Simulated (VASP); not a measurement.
# W (Im-3m) in VASP: settings compared

One crystal, W, is run at these levels: PBE+TS, PBEsol+D3, PBEsol+D3(BJ), BEEF-vdW; tasks: relaxation of cell and atoms.

Program: VASP 6.6.1. These are calculated values, not measurements. Logs are shortened: lines on timing, memory, paths and dates and some standing lists are left out, and cuts for length are marked.

## Step 1: Starting point

Symmetry: Im-3m, No. 229, cubic system. Conventional cell: a = 3.165 Å, b = 3.165 Å, c = 3.165 Å, α = 90.00°, β = 90.00°, γ = 90.00°. Around W (site symmetry m-3m) lie 8 W at 2.74 Å.

## Step 2: Relaxation of cell and atoms, PBE+TS

Contents of INCAR:

```
SYSTEM = W
PREC = Accurate
ENCUT = 600
EDIFF = 1E-6
ISMEAR = -1
SIGMA = 0.05
LREAL = .FALSE.
LASPH = .TRUE.
NELM = 100
ALGO = Fast
ISIF = 3
LWAVE = .FALSE.
LCHARG = .FALSE.
GGA = PE
IVDW = 2
IBRION = 2
NSW = 40
EDIFFG = -0.01
```

Contents of KPOINTS:

```
regular mesh
0
G
  12 12 12
  0 0 0
```

Contents of POSCAR:

```
W
1.0
   -1.5823450000      1.5823450000      1.5823450000
    1.5823450000     -1.5823450000      1.5823450000
    1.5823450000      1.5823450000     -1.5823450000
W
1
Direct
    0.0000000000      0.0000000000      0.0000000000
```

Potentials or basis: VASP PAW PBE potentials, release 64 (W_sv).

The run is started by

```bash
cat potpaw_PBE.64/W_sv/POTCAR > POTCAR
mpirun -np 1 vasp_std > vasp.out
```

OUTCAR:

```text
SYSTEM = W
   PREC = Accurate
   ENCUT = 600
   EDIFF = 1E-6
   ISMEAR = -1
   LREAL = .FALSE.
   LASPH = .TRUE.
   NELM = 100
   ISIF = 3
   GGA = PE
   IVDW = 2
   IBRION = 2
   NSW = 40
   EDIFFG = -0.01
  IVDW =   2

 ion  position               nearest neighbor table
   1  0.000  0.000  0.000-

  LATTYP: Found a body centered cubic cell.
 ALAT       =     3.1646900000

  Lattice vectors:

 A1 = (  -1.5823450000,   1.5823450000,   1.5823450000)
 A2 = (   1.5823450000,  -1.5823450000,   1.5823450000)
 A3 = (   1.5823450000,   1.5823450000,  -1.5823450000)

Analysis of symmetry for initial positions (statically):
=====================================================================
 Subroutine PRICEL returns:
 Original cell was already a primitive cell.

 Routine SETGRP: Setting up the symmetry group for a
 body centered cubic supercell.

 Subroutine GETGRP returns: Found 48 space group operations
 (whereof 48 operations were pure point group operations)
 out of a pool of 48 trial point group operations.

The static configuration has the point symmetry O_h .

Analysis of symmetry for dynamics (positions and initial velocities):
=====================================================================
 Subroutine PRICEL returns:
 Original cell was already a primitive cell.

 Routine SETGRP: Setting up the symmetry group for a
 body centered cubic supercell.

 Subroutine GETGRP returns: Found 48 space group operations
 (whereof 48 operations were pure point group operations)
 out of a pool of 48 trial point group operations.

The dynamic configuration has the point symmetry O_h .

 Subroutine INISYM returns: Found 48 space group operations
 (whereof 48 operations are pure point group operations),
 and found     1 'primitive' translations

----------------------------------------------------------------------------------------

                                     Primitive cell

  volume of cell :      15.8476

  direct lattice vectors                    reciprocal lattice vectors
    -1.582345000  1.582345000  1.582345000     0.000000000  0.315986716  0.315986716
     1.582345000 -1.582345000  1.582345000     0.315986716  0.000000000  0.315986716
     1.582345000  1.582345000 -1.582345000     0.315986716  0.315986716  0.000000000

  length of vectors
     2.740701935  2.740701935  2.740701935     0.446872699  0.446872699  0.446872699

  position of ions in fractional coordinates (direct lattice)
     0.000000000  0.000000000  0.000000000

  ion indices of the primitive-cell ions
   primitive index   ion index
                 1           1

----------------------------------------------------------------------------------------

 KPOINTS: regular mesh

Automatic generation of k-mesh.
 Grid dimensions read from file:
 generate k-points for:   12   12   12

 Generating k-lattice:

  Cartesian coordinates                     Fractional coordinates (reciprocal lattice)
     0.000000000  0.026332226  0.026332226     0.083333333  0.000000000  0.000000000
     0.026332226  0.000000000  0.026332226     0.000000000  0.083333333  0.000000000
     0.026332226  0.026332226  0.000000000     0.000000000  0.000000000  0.083333333

  Length of vectors
     0.037239392  0.037239392  0.037239392

  Shift w.r.t. Gamma in fractional coordinates (k-lattice)
     0.000000000  0.000000000  0.000000000

 Subroutine IBZKPT returns following result:
 ===========================================

 Found     72 irreducible k-points:

 Following reciprocal coordinates:
            Coordinates               Weight
  0.000000  0.000000  0.000000      1.000000
  0.083333  0.000000  0.000000     12.000000
  0.166667  0.000000  0.000000     12.000000
  0.250000  0.000000  0.000000     12.000000
  0.333333  0.000000  0.000000     12.000000
  0.416667  0.000000  0.000000     12.000000
[... 16 lines left out ...]
  0.333333  0.083333  0.083333     24.000000
  0.416667  0.083333  0.083333     12.000000
 [... further k-points ...]
   k-points           NKPTS =     72   k-points in BZ     NKDIM =     72   number of bands    NBANDS=     11
   number of dos      NEDOS =    301   number of ions     NIONS =      1
   total plane-waves  NPLWV =  13824
   dimension x,y,z NGX =    24 NGY =   24 NGZ =   24
   dimension x,y,z NGXF=    48 NGYF=   48 NGZF=   48
   ions per type =               1
   NGX,Y,Z   is equivalent  to a cutoff of  14.56, 14.56, 14.56 a.u.
   NGXF,Y,Z  is equivalent  to a cutoff of  29.12, 29.12, 29.12 a.u.
 SYSTEM =  W
   PREC   = accura    normal or accurate (medium, high low for compatibility)
   ISTART =      0    job   : 0-new  1-cont  2-samecut
   ICHARG =      2    charge: 1-file 2-atom 10-const
   ISPIN  =      1    spin polarized calculation?
   LNONCOLLINEAR =      F non collinear calculations
   LSORBIT =      F    spin-orbit coupling
   LASPH  =      T    aspherical Exc in radial PAW
   ENCUT  =  600.0 eV  44.10 Ry    6.64 a.u.   5.47  5.47  5.47*2*pi/ulx,y,z
   NELM   =    100;   NELMIN=  2; NELMDL= -5     # of ELM steps
   EDIFF  = 0.1E-05   stopping-criterion for ELM
   LREAL  =      F    real-space projection
   EDIFFG = -.1E-01   stopping-criterion for IOM
   NSW    =     40    number of steps for IOM
   IBRION =      2    ionic relax: 0-MD 1-quasi-New 2-CG
   NFREE  =      1    steps in history (QN), initial steepest desc. (CG)
   ISIF   =      3    stress and relaxation
   ISYM   =      2    0-nonsym 1-usesym 2-fastsym
   POTIM  = 0.5000    time-step for ionic-motion
   TEBEG  =    0.0;   TEEND  =   0.0 temperature during run
   PSTRESS=    0.0 pullay stress
   NELECT =      14.0000    total number of electrons
   NUPDOWN=      -1.0000    fix difference up-down
   EMIN   =  10.00;   EMAX   =-10.00  energy-range for DOS
   EFERMI =   0.00;   METHOD = LEGACY
   ISMEAR =    -1;   SIGMA  =   0.05  broadening in eV -4-tet -1-fermi 0-gaus
   EFERMI_NEDOS =   21; number of points for ismear=-14 and -15
   IALGO  =     68    algorithm
   IMIX   =      4    mixing-type and parameters
     AMIX     =   0.40;   BMIX     =  1.00
     AMIX_MAG =   1.60;   BMIX_MAG =  1.00
  volume/ion in A,a.u.               =      15.85       106.94
  Fermi-wavevector in a.u.,A,eV,Ry     =   1.570832  2.968442 33.572544  2.467512
  Thomas-Fermi vector in A             =   2.672506
   LORBIT       =      0    0 simple, 1 ext, 2 COOP (PROOUT), +10 PAW based schemes
   GGA     = PE    functional components
   LHFCALC =     F    Hartree Fock is set to
   AEXX    =    0.0000 exact exchange contribution
   IVDW    =     2    specifies the selected vdW correction
   LEPSILON=     F    determine dielectric tensor
   LRPA    =     F    only Hartree local field effects (RPA)
 conjugate gradient relaxation of ions
 non-spin polarized calculation
 RMM-DIIS sequential band-by-band and
  energy-cutoff  :      600.00
  volume of cell :       15.85
 maximum number of plane-waves:       543
 NGX is ok and might be reduce to    24
   NGX = 11   NGY = 11   NGZ = 11

--------------------------------------- Ionic step        1  -------------------------------------------

 number of electron      14.0000002 magnetization

 Free energy of the ion-electron system (eV)
  ---------------------------------------------------
  ext. energy  EPLUGINS =         0.00000000
  ---------------------------------------------------
  free energy    TOTEN  =       -12.95096373 eV

  energy without entropy =      -12.94616166  energy(sigma->0) =      -12.94856269

------------------------ aborting loop because EDIFF is reached ----------------------------------------

  Tkatchenko/Scheffler method for vdW energy calculation

  Number of pair interactions contributing to vdW energy:   33078

  Edisp (eV):   -1.14685

  FORCE on cell =-STRESS in cart. coord.  units (eV):
  Direction    XX          YY          ZZ          XY          YZ          ZX
  --------------------------------------------------------------------------------------
  -------------------------------------------------------------------------------------
  Total      -1.05341    -1.05341    -1.05341     0.00000     0.00000    -0.00000
  in kB    -106.49906  -106.49906  -106.49906     0.00000     0.00000    -0.00000
  external pressure =     -106.50 kB  Pullay stress =        0.00 kB

 VOLUME and BASIS-vectors are now :
 -----------------------------------------------------------------------------
  energy-cutoff  :      600.00
  volume of cell :       15.85
      direct lattice vectors                 reciprocal lattice vectors
    -1.582345000  1.582345000  1.582345000     0.000000000  0.315986716  0.315986716
     1.582345000 -1.582345000  1.582345000     0.315986716  0.000000000  0.315986716
     1.582345000  1.582345000 -1.582345000     0.315986716  0.315986716  0.000000000
[... 124 lines left out ...]
 POSITION                                       TOTAL-FORCE (eV/Angst)
 -----------------------------------------------------------------------------------
      0.00000      0.00000      0.00000         0.000000      0.000000     -0.000000
 -----------------------------------------------------------------------------------
    total drift:                                0.000000      0.000000      0.000000

  FREE ENERGIE OF THE ION-ELECTRON SYSTEM (eV)
  ---------------------------------------------------
  free  energy   TOTEN  =       -14.1090622247 eV

  energy  without entropy=      -14.1039052824  energy(sigma->0) =      -14.10648375

--------------------------------------- Ionic step        5  -------------------------------------------

 number of electron      13.9999999 magnetization

 Free energy of the ion-electron system (eV)
  ---------------------------------------------------
  ext. energy  EPLUGINS =         0.00000000
  ---------------------------------------------------
  free energy    TOTEN  =       -12.91345684 eV

  energy without entropy =      -12.90829610  energy(sigma->0) =      -12.91087647

 E-fermi :  11.8628     XC(G=0): -13.8251

 val. band max:       11.8611394952   @ k =   0.4167   0.0833   0.0000
 cond. band min:      11.8869432340   @ k =  -0.1667   0.1667   0.1667
 fundamental gap:      0.0258037388
 Fermi energy:        11.8628286987

 k-point     1 :       0.0000    0.0000    0.0000
  band No.  band energies     occupation
      1     -62.2179      2.00000
      2     -25.7287      2.00000
      3     -25.7287      2.00000
      4     -25.7287      2.00000
      5       2.1044      2.00000
      6      10.6379      2.00000
      7      10.6379      2.00000
      8      10.6379      2.00000
      9      14.2610      0.00000
     10      14.2610      0.00000
     11      26.5092      0.00000

 k-point     2 :       0.0833    0.0000    0.0000
  band No.  band energies     occupation
      1     -62.2076      2.00000
      2     -25.8330      2.00000
      3     -25.7609      2.00000
      4     -25.7293      2.00000
      5       2.4515      2.00000
      6      10.4262      2.00000
      7      10.5821      2.00000
      8      10.9763      2.00000
      9      13.9391      0.00000
     10      14.2632      0.00000
     11      26.8028      0.00000
[... 295 lines left out ...]
 k-point    24 :       0.4167    0.0833    0.0833
  band No.  band energies     occupation
      1     -62.0600      2.00000
      2     -27.0678      2.00000
      3     -26.2593      2.00000
      4     -25.8349      2.00000
      5       6.1240      2.00000
      6       8.1586      2.00000
      7      11.7207      1.88993
      8      14.4346      0.00000
      9      15.2405      0.00000
     10      19.6801      0.00000
     11      22.3163      0.00000

 [... further k-points ...]

------------------------ aborting loop because EDIFF is reached ----------------------------------------

  Hirshfeld charges:
            ion         q(e)
   ------------------------------
      1     W        0.00000000

  Tkatchenko/Scheffler method for vdW energy calculation

  Number of pair interactions contributing to vdW energy:   34326

  Edisp (eV):   -1.19546

  FORCE on cell =-STRESS in cart. coord.  units (eV):
  Direction    XX          YY          ZZ          XY          YZ          ZX
  --------------------------------------------------------------------------------------
  -------------------------------------------------------------------------------------
  Total       0.00365     0.00365     0.00365     0.00000     0.00000     0.00000
  in kB       0.38143     0.38143     0.38143     0.00000     0.00000     0.00000
  external pressure =        0.38 kB  Pullay stress =        0.00 kB

 VOLUME and BASIS-vectors are now :
 -----------------------------------------------------------------------------
  energy-cutoff  :      600.00
  volume of cell :       15.34
      direct lattice vectors                 reciprocal lattice vectors
    -1.565435327  1.565435327  1.565435327     0.000000000  0.319399972  0.319399972
     1.565435327 -1.565435327  1.565435327     0.319399972  0.000000000  0.319399972
     1.565435327  1.565435327 -1.565435327     0.319399972  0.319399972  0.000000000

 POSITION                                       TOTAL-FORCE (eV/Angst)
 -----------------------------------------------------------------------------------
      0.00000      0.00000      0.00000         0.000000     -0.000000     -0.000000
 -----------------------------------------------------------------------------------
    total drift:                                0.000000      0.000000      0.000000

  FREE ENERGIE OF THE ION-ELECTRON SYSTEM (eV)
  ---------------------------------------------------
  free  energy   TOTEN  =       -14.1089203017 eV

  energy  without entropy=      -14.1037595559  energy(sigma->0) =      -14.10633993

 reached required accuracy - stopping structural energy minimisation
```

It took 28 s on 1 thread of Intel Xeon 6975P-C (Granite Rapids), shared host; peak memory 0.16 GiB.

What came out:

| Item | Value |
| --- | --- |
| Free energy | -14.1089 eV |
| Relaxed volume | 15.34 Å³/atom |
| Relaxed cell | a = 2.711 Å, b = 2.711 Å, c = 2.711 Å, α = 109.47°, β = 109.47°, γ = 109.47° |
| Space group after relaxing (to 0.05 Å) | Im-3m (No. 229) |
| Energy gained by relaxing | 11.1 meV/atom |
| Ionic steps | 5 |
| Pressure after relaxing | 0.0 GPa |
| Band gap on the k mesh | none (metal or under the smearing width) |
| Dispersion energy per atom | -1.195 eV |

Step by step:
```tsv
step	energy change (eV)	largest force (eV/Å)	pressure (GPa)	volume (Å³)
1	0.0000	0.0000	-10.65	15.85
2	0.2920	0.0000	56.19	13.55
3	-0.0116	0.0000	-2.06	15.44
4	-0.0112	0.0000	-0.29	15.36
5	-0.0111	0.0000	0.04	15.34
```

Final structure:
```
W
1.0
    -1.56544    1.56544    1.56544
     1.56544   -1.56544    1.56544
     1.56544    1.56544   -1.56544
W
1
Direct
  0.00000 0.00000 0.00000
```

Caveat: atom-pairwise D2, TS and ULG terms overbind metals; pairwise dispersion overbinds metals, which lowers pressure and volume. The run has no spin-orbit coupling, so splittings on W are missing.

## Step 3: Relaxation of cell and atoms, PBEsol+D3

Contents of INCAR:

```
PREC     = Accurate       # precision mode
ENCUT    = 600            # plane-wave cutoff, eV
EDIFF    = 1E-6           # SCF threshold, eV
ISMEAR   = -1             # smearing method
SIGMA    = 0.05           # smearing width, eV
LREAL    = False          # projectors in reciprocal space
LASPH    = True           # aspherical terms in the spheres
NELM     = 60             # most SCF steps
ALGO     = Normal         # electronic algorithm
ISIF     = 3              # what is computed and relaxed
LWAVE    = False          # write WAVECAR
LCHARG   = False          # write CHGCAR
GGA      = PS             # functional
IVDW     = 11             # dispersion correction
IBRION   = 2              # ionic algorithm
NSW      = 40             # ionic steps
EDIFFG   = -0.005         # ionic threshold
```

Contents of KPOINTS:

```
Automatic mesh
0
Gamma
  12 12 12
```

POSCAR is that of step 2.

Potentials or basis: VASP PAW PBE potentials, release 64 (W_sv).

The run is started by

```bash
cat potpaw_PBE.64/W_sv/POTCAR > POTCAR
mpirun -np 1 vasp_std > vasp.out
```

Wall time 14 s (1 thread of Intel Xeon 6975P-C (Granite Rapids), shared host); peak memory 0.17 GiB.

Results (log left out):

| Quantity | Value |
| --- | --- |
| Free energy | -14.3190 eV |
| Relaxed volume | 15.41 Å³/atom |
| Relaxed cell | a = 2.715 Å, b = 2.715 Å, c = 2.715 Å, α = 109.47°, β = 109.47°, γ = 109.47° |
| Space group after relaxing (to 0.05 Å) | Im-3m (No. 229) |
| Energy gained by relaxing | 12.6 meV/atom |
| Ionic steps | 4 |
| Pressure after relaxing | 0.0 GPa |
| Band gap on the k mesh | none (metal or under the smearing width) |
| Dispersion energy per atom | -0.519 eV |

The path:
```
step  energy change (eV)  largest force (eV/Å)  pressure (GPa)  volume (Å³)
   1              0.0000                0.0000           -8.93        15.85
   2              0.1675                0.0000           41.97        13.91
   3             -0.0126                0.0000           -0.42        15.42
   4             -0.0126                0.0000           -0.02        15.41
```

Final structure:
```yaml
crystal:
  lattice:
    - [-1.56756, 1.56756, 1.56756]
    - [1.56756, -1.56756, 1.56756]
    - [1.56756, 1.56756, -1.56756]
  atoms:
    - { symbol: W, position: [0.00000, 0.00000, 0.00000] }
```

Levels at points of the mesh, in eV from the Fermi level:
```
           k point  band 3  band 4  band 5  band 6  band 7  band 8  band 9  band 10  band 11
(0.00, 0.00, 0.00)  -37.56  -37.56   -9.75   -1.22   -1.22   -1.22    2.36     2.36    14.66
(0.50, 0.00, 0.00)  -38.02  -37.57   -6.42   -3.65    0.86    2.28    3.29     6.49    11.63
(0.50, 0.50, 0.50)  -38.55  -38.55   -6.03   -6.03    5.45    5.45    5.45     8.55     8.55
```

Caveat: the PAW data sets were made with another functional, which shifts forces and pressure a little; pairwise dispersion overbinds metals, which lowers pressure and volume.

[end of part 1 of 2]
